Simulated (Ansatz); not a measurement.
The system is AgBr.

```
Ag Br
1.0
     0.00000    2.87015    2.87015
     2.87015    0.00000    2.87015
     2.87015    2.87015    0.00000
Ag Br
1 1
Direct
  0.00000 0.00000 0.00000
  0.50000 0.50000 0.50000
```

* Program: Ansatz 0.2.0
* Task: relaxation of cell and atoms
* Functional: BPBE
* Potentials or basis: Ansatz PAW
* Cutoff: 420 eV (not typed: the program's choice for these potentials)
* k mesh: 8 × 8 × 8
* Occupations: fermi-dirac, width 0.05 eV
* Spin: no spin polarisation

At the start: volume 23.64 Å³/atom.

**Question.** How do energy, volume and symmetry change on relaxing?

**Answer.** It ends after 4 steps and the volume is 24.84 Å³/atom (+5.0 %); space group Fm-3m (No. 225, to 0.05 Å).

The path:
```
step  energy change (eV)  largest force (eV/Å)  volume (Å³)
   1              0.0000                0.0000        47.29
   2             -0.0140                0.0000        50.02
   3             -0.0144                0.0000        49.67
   4             -0.0148                0.0000        49.67
```

Final structure:
```xyz
2
Lattice="0.0000 2.9177 2.9177 2.9177 0.0000 2.9177 2.9177 2.9177 0.0000" Properties=species:S:1:pos:R:3 pbc="T T T"
Ag    0.0000    0.0000    0.0000
Br    2.9177    2.9177    2.9177
```

Caveat: the plane-wave basis is chosen anew once the cell has moved, so the energies of steps on either side of that aren't comparable; the PAW data sets come from PBE, with cores solved anew for the run's functional, which leaves a small shift of forces and pressure.
